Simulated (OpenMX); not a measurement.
# TiAl3 (I4/mmm) in OpenMX: reference runs, part 2 of 2

OpenMX 3.8.5. Earlier steps stand in the parts before.

### 3 Single point, PBE (atoms moved at random, drawn with an rms of 0.05 Å)

TiAl3.dat

```
System.CurrrentDirectory             ./
System.Name                          TiAl3
DATA.PATH                            ./DFT_DATA13
level.of.stdout                      1
level.of.fileout                     0
Species.Number                       2
<Definition.of.Atomic.Species
  Ti  Ti7.0-s3p2d2           Ti_PBE13
  Al  Al7.0-s2p2d1           Al_PBE13
Definition.of.Atomic.Species>

Atoms.Number                         4
Atoms.SpeciesAndCoordinates.Unit     FRAC
<Atoms.SpeciesAndCoordinates
    1  Ti   -0.0096190000    0.0003760000   -0.0047860000   6.000  6.000
    2  Al    0.2566370000    0.7534730000    0.5188220000   1.500  1.500
    3  Al    0.7460380000    0.2426830000    0.4969250000   1.500  1.500
    4  Al    0.5028580000    0.4875310000    0.0001400000   1.500  1.500
Atoms.SpeciesAndCoordinates>

Atoms.UnitVectors.Unit               Ang
<Atoms.UnitVectors
    -1.9111067713    1.9111067713    4.2806687947
     1.9111067713   -1.9111067713    4.2806687947
     1.9111067713    1.9111067713   -4.2806687947
Atoms.UnitVectors>

scf.XcType                           GGA-PBE
scf.SpinPolarization                 off
scf.ElectronicTemperature            580.226
scf.energycutoff                     400.0
scf.maxIter                          100
scf.EigenvalueSolver                 band
scf.Kgrid                            11 11 11
scf.Mixing.Type                      rmm-diisk
scf.Init.Mixing.Weight               0.05
scf.Min.Mixing.Weight                0.001
scf.Max.Mixing.Weight                0.3
scf.Mixing.History                   25
scf.Mixing.StartPulay                8
scf.criterion                        1.0e-8
scf.stress.tensor                    on
MD.Type                              nomd
```

Potentials or basis: OpenMX 2013 PBE set, Ti7.0-s3p2d2, Al7.0-s2p2d1, grid cutoff 400 Ry.

Started as:

```console
$ openmx TiAl3.dat -nt 1 > TiAl3.std
```

TiAl3.out:

```text
Required cutoff energy (Ryd) for 3D-grids = 400.0000
      Used cutoff energy (Ryd) for 3D-grids = 400.2258, 400.2258, 387.4379
  Num. of grids of a-, b-, and c-axes = 42, 42, 32

  Num.Grid1.    42
  Num.Grid2.    42
  Num.Grid3.    32

  Cell_Volume =    422.024853633516 (Bohr^3)
  GridVol     =      0.007476347322 (Bohr^3)
  Cell vectors (bohr) of the grid cell (gtv)
    gtv_a = -0.085987336492,  0.085987336492,  0.192602168330
    gtv_b =  0.085987336492, -0.085987336492,  0.192602168330
    gtv_c =  0.112858379146,  0.112858379146, -0.252790345933
    |gtv_a| =  0.227778926416
    |gtv_b| =  0.227778926416
    |gtv_c| =  0.298959840921

***********************************************************

***********************************************************
                  SCF history at MD= 1
***********************************************************

   SCF=   1  NormRD=  1.000000000000  Uele= -17.503272945703
   SCF=   2  NormRD=  0.468130469469  Uele= -17.495709510802
   SCF=   3  NormRD=  0.436656726180  Uele= -17.494644112776
   SCF=   4  NormRD=  0.302554125964  Uele= -17.499432088764
   SCF=   5  NormRD=  0.204090363045  Uele= -17.531987027229
   SCF=   6  NormRD=  0.142337470767  Uele= -17.536883123114
   SCF=   7  NormRD=  0.098573651852  Uele= -17.548221146115
   SCF=   8  NormRD=  0.069272971134  Uele= -17.551016512641
   SCF=   9  NormRD=  0.036780137130  Uele= -17.575770309993
   SCF=  10  NormRD=  0.005738867129  Uele= -17.562613529428
   SCF=  11  NormRD=  0.000375923150  Uele= -17.560508338696
   SCF=  12  NormRD=  0.000156167302  Uele= -17.560503958727
   SCF=  13  NormRD=  0.000044437877  Uele= -17.560476816187
   SCF=  14  NormRD=  0.000010988426  Uele= -17.560488384170
   SCF=  15  NormRD=  0.000002363210  Uele= -17.560490580060
   SCF=  16  NormRD=  0.000000710722  Uele= -17.560490555297
   SCF=  17  NormRD=  0.000000047819  Uele= -17.560490618193
   SCF=  18  NormRD=  0.000000006245  Uele= -17.560490621840

***********************************************************
        Total energy (Hartree) at MD = 1
[... 105 lines left out ...]
    2   -1.42118426943881  -1.42118426943881
    3   -1.42109218233422  -1.42109218233422
    4   -1.41792104696621  -1.41792104696621
    5   -0.58954093242037  -0.58954093242037
    6   -0.32262198027534  -0.32262198027534
[... 10 lines left out ...]
   17   -0.07394612315363  -0.07394612315363
   18   -0.07311344689345  -0.07311344689345
   [... 40 higher levels ...]

***********************************************************
                   Mulliken populations
***********************************************************

  Total spin moment (muB)   0.000000000

                    Up spin      Down spin     Sum           Diff
      1   Ti      6.340514304  6.340514304  12.681028607   0.000000000
      2   Al      1.406653507  1.406653507   2.813307013   0.000000000
      3   Al      1.405595208  1.405595208   2.811190417   0.000000000
      4   Al      1.347236981  1.347236981   2.694473963   0.000000000

 Sum of MulP: up   =    10.50000 down          =    10.50000
              total=    21.00000 ideal(neutral)=    21.00000

  Decomposed Mulliken populations

    1   Ti          Up spin      Down spin     Sum           Diff
            multiple
  s           0    0.996904324  0.996904324   1.993808648   0.000000000
   sum over m      0.996904324  0.996904324   1.993808648   0.000000000
  s           1    0.304636597  0.304636597   0.609273195   0.000000000
   sum over m      0.304636597  0.304636597   0.609273195   0.000000000
  s           2    0.000740995  0.000740995   0.001481990   0.000000000
   sum over m      0.000740995  0.000740995   0.001481990   0.000000000
   sum over m+mul  1.302281916  1.302281916   2.604563833   0.000000000
  px          0    0.985314314  0.985314314   1.970628627   0.000000000
  py          0    0.985341321  0.985341321   1.970682641   0.000000000
  pz          0    0.986689947  0.986689947   1.973379894   0.000000000
   sum over m      2.957345581  2.957345581   5.914691162   0.000000000
  px          1    0.161382389  0.161382389   0.322764779   0.000000000
  py          1    0.161819479  0.161819479   0.323638958   0.000000000
  pz          1    0.181605321  0.181605321   0.363210642   0.000000000
[... 74 lines left out ...]
   sum over m      0.679424957  0.679424957   1.358849913   0.000000000
  px          1   -0.001046629 -0.001046629  -0.002093258   0.000000000
  py          1   -0.001049258 -0.001049258  -0.002098516   0.000000000
  pz          1   -0.011943324 -0.011943324  -0.023886648   0.000000000
   sum over m     -0.014039211 -0.014039211  -0.028078421   0.000000000
   sum over m+mul  0.665385746  0.665385746   1.330771492   0.000000000
  d3z^2-r^2   0    0.029812520  0.029812520   0.059625041   0.000000000
  dx^2-y^2    0    0.040120631  0.040120631   0.080241261   0.000000000
  dxy         0    0.011049415  0.011049415   0.022098830   0.000000000
  dxz         0    0.055449694  0.055449694   0.110899388   0.000000000
  dyz         0    0.055483961  0.055483961   0.110967921   0.000000000
   sum over m      0.191916220  0.191916220   0.383832441   0.000000000
   sum over m+mul  0.191916220  0.191916220   0.383832441   0.000000000

***********************************************************
       xyz-coordinates (Ang) and forces (Hartree/Bohr)
***********************************************************

<coordinates.forces
  4
    1    Ti     0.00995   3.79397  -0.01908  -0.005002919824  0.010989572482 -0.002612942285
    2    Al     1.94103   0.04202   2.10304  -0.005749452377 -0.006181897021  0.001010308974
    3    Al    -0.01229   1.91164   2.10522   0.004173522991  0.002990402621  0.001016919791
    4    Al    -0.02902   0.02956   4.23893   0.006681886735 -0.007799210195  0.000571162222
coordinates.forces>

***********************************************************
       Fractional coordinates of the final structure
***********************************************************

     1     Ti     0.99038100000000   0.00037600000000   0.99521400000000
     2     Al     0.25663700000000   0.75347300000000   0.51882200000000
     3     Al     0.74603800000000   0.24268300000000   0.49692500000000
     4     Al     0.50285800000000   0.48753100000000   0.00014000000000
```

TiAl3.std:

```text
*******************************************************
 Welcome to OpenMX   Ver. 3.8.5
 Copyright (C), 2002-2014, T. Ozaki
 OpenMX comes with ABSOLUTELY NO WARRANTY.
 This is free software, and you are welcome to
 redistribute it under the constitution of the GNU-GPL.
*******************************************************
[... 232 lines left out ...]
  Uzs   =       0.000000000000
  Uzo   =       0.000000000000
  Uef   =       0.000000000000
  UvdW  =       0.000000000000
  Utot  =     -66.386560381704

*******************************************************
             MD or geometry opt. at MD = 1
*******************************************************

outputting data on grids to files...

The calculation was normally finished.
```

It took 3.3 min on 1 thread of AMD EPYC 7R43 (Zen 3), shared host; peak memory 0.7 GiB.

What came out:

```
Free energy            : -1806.4839 eV
Pressure               : 1.9 GPa
Largest force          : 0.635 eV/Å
Band gap on the k mesh : none (metal or under the smearing width)
Mulliken charges       : Ti -0.68; Al +0.19, +0.31 e
```

Forces in eV/Å, atoms in the order of the input:
```
Ti  -0.257  0.565 -0.134
Al  -0.296 -0.318  0.052
Al   0.215  0.154  0.052
Al   0.344 -0.401  0.029
```

Caveat: Mulliken charges move with the basis; the basis of atomic orbitals isn't converged, which shifts pressures, moduli and gaps.
